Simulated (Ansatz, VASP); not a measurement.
# Two plane-wave programs on EuS

The input INCAR:

```
PREC = Accurate
ENCUT = 520
EDIFF = 1E-7
ISMEAR = -1
SIGMA = 0.05
LREAL = False
LASPH = True
NELM = 100
ALGO = Normal
ISIF = 2
LWAVE = False
LCHARG = False
ISPIN = 2
MAGMOM = 7 0
LORBIT = 11
LMAXMIX = 6
GGA = PE
NBANDS = 22
```

The input KPOINTS:

```
regular mesh
0
Gamma
  8 8 8
```

The input POSCAR:

```
EuS
1.0
    0.0000000000      3.0369167916      3.0369167916
    3.0369167916      0.0000000000      3.0369167916
    3.0369167916      3.0369167916      0.0000000000
Eu S
1 1
Direct
    0.0000000000      0.0000000000      0.0000000000
    0.5000000000      0.5000000000      0.5000000000
```

input.yaml

```yaml
crystal:
  lattice:
    - [0.0, 3.0369167916, 3.0369167916]
    - [3.0369167916, 0.0, 3.0369167916]
    - [3.0369167916, 3.0369167916, 0.0]
  atoms:
    - { symbol: Eu, position: [0.0, 0.0, 0.0], spin: 7.0 }
    - { symbol: S, position: [0.5, 0.5, 0.5] }
hamiltonian:
  xc: pbe
  pseudopotentials: { kind: paw }
magnetization:
  spin_polarized: true
kpoints:
  mp_grid: { grid: [8, 8, 8] }
scf:
  occupations: { method: fermi_dirac, width: 0.05 }
output:
  forces: true
  stress: true
  eigenvalues: true
```

Change from the starting cell: volume scaled by 1.06.

Alike in both runs: task single point; functional PBE; k mesh 8 × 8 × 8; occupations fermi-dirac, width 0.05 eV; collinear spin, ferromagnetic start.

|  | VASP | Ansatz |
| --- | --- | --- |
| version | VASP 6.6.1 | Ansatz 0.2.0 |
| potentials or method | VASP PAW PBE potentials, release 64 (Eu, S) | Ansatz PAW |
| plane-wave cutoff (eV) | 520 | 420 |
| valence electrons in the cell | 23 | 23 |

```tsv
	VASP	Ansatz	Ansatz less VASP
gap on the k mesh at the Fermi level (eV)	none	none	-
pressure (GPa)	-4.9	-4.6	+0.33
net moment per atom (μB)	3.49	3.50	+0.001
size of the moment on the site where the two differ most (μB)	6.61	6.80	+0.189
```

Site moments also hang on the region over which each program counts them. A gap of «none» marks a metal or a gap that the smearing closes. With one functional, cell and mesh, what is left measures potentials, basis and numerics.

Caveats: spin-orbit coupling is left out, which moves the levels of the heavy elements; a cell with one magnetic atom can't hold antiferromagnetic order, which such compounds often take; without U or exact exchange the open f shell lies at the Fermi level, which spoils levels, moments and volumes. The state reached can hang on the start; a lower one may exist.
